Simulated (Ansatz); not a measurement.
# PbS under changes of volume

One of the cells (26.664 Å³/atom); the others are scaled copies at fixed shape and fractional positions:

```xyz
4
Lattice="2.0800 -5.9913 0.0000 2.0800 5.9913 0.0000 0.0000 0.0000 4.2793" Properties=species:S:1:pos:R:3 pbc="T T T"
Pb    2.0800    4.4268    1.0698
Pb    2.0800   -4.4268    3.2095
S     2.0800    1.7399    1.0698
S     2.0800   -1.7399    3.2095
```

Measurements of this composition are mostly on another form, of space group No. 225.

```yaml
Program: Ansatz 0.2.0
Functional: LDA
Potentials_or_basis: Ansatz PAW
Cutoff: "420 eV (not typed: the program's choice for these potentials)"
k_mesh: 7 × 7 × 6
Occupations: fermi-dirac, width 0.05 eV
Spin: no spin polarisation
```

```csv
volume (Å³/atom),energy over the lowest point (meV/atom),pressure (GPa),gap on the mesh (eV),largest force (eV/Å)
25.064,0.00,-0.1,0.98,0.282
25.597,2.59,-1.4,1.03,0.141
26.130,9.12,-2.5,1.07,0.023
26.664,19.17,-3.5,1.11,0.113
27.197,32.35,-4.4,1.15,0.227
27.730,?,?,?,?
28.263,66.79,-5.9,1.19,0.432
```

What does the run at 27.730 Å³/atom give?

Energy over the lowest point 48.33 meV/atom; pressure -5.2 GPa; gap on the mesh 1.18 eV; largest force 0.333 eV/Å.

Worked out: A Birch-Murnaghan fit of order 3 (a polynomial in V^(-2/3)) to the other rows has its minimum at 25.01 Å³/atom, just outside them, with B0 = V·E''(V) = 63 GPa and B' = 4.3 at fixed shape and positions, which overstates the stiffness. It gives 48.32 meV/atom at 27.730 Å³/atom, against the run's 48.33, and -dE/dV = -5.2 GPa, against -5.2. A parabola through the other rows of the gap, of slope 1.24 eV per unit of ln V there, gives 1.17 eV, against the run's 1.18.

Energies are extrapolated to zero smearing.

Caveats: odd divisions of the mesh miss points on the zone boundary, where band edges often lie, so the gap on the mesh can be too wide; spin-orbit coupling is left out, which as a rule narrows the gap of such compounds by several tenths of an eV; the PAW data sets come from PBE, with cores solved anew for the run's functional, which leaves a small shift of forces and pressure.

A mesh can miss the band edges.
